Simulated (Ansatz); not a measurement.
## In: energy along a strain

In, I4/mmm, a = 3.252 Å, c = 4.948 Å (as given, not relaxed at this level: 2.0 GPa). Ansatz: PBE, PAW, 420 eV, Γ-centred 20×20×20 mesh on 1 atom, Gaussian smearing 0.15 eV; no spin polarisation. Cell vectors (Å): -1.626 1.626 2.474; 1.626 -1.626 2.474; 1.626 1.626 -2.474. The cell is strained by x per cent times the pattern (1 -1 0 0 0 0) in the order xx yy zz yz xz xy (engineering shears), with fractional coordinates held. y is the free energy over the start, V0 = 26.168 Å³/atom. Symmetry makes y even in x.

```tsv
x (%)	y (meV/atom)
-2.00	?
-1.00	0.31
0.00	0.00
0.25	0.02
0.50	0.07
0.75	0.16
1.25	0.51
1.50	0.78
1.75	1.12
```

Problem. Fit y = c2 x² + c4 x⁴ to the other rows, get the stiffness along the pattern, and predict the missing energy.

Solution. Least squares on the rows shown. y = 0.2828 x² + 0.02738 x⁴. The clamped-ion stiffness p·C·p = 2 × 2.828 eV × 160.2 / 26.168 Å³ = 35 GPa (second derivative at the start, which stands under stress). With a term in x⁶ added, the coefficient of x² becomes 0.2668, 6 % less, which shows how far this figure hangs on the form. At x = -2.00 the fit asked for gives 1.57 meV/atom. The run gave 1.54 meV/atom, so the fit is 0.03 meV/atom too high, a small miss on the scale of the series.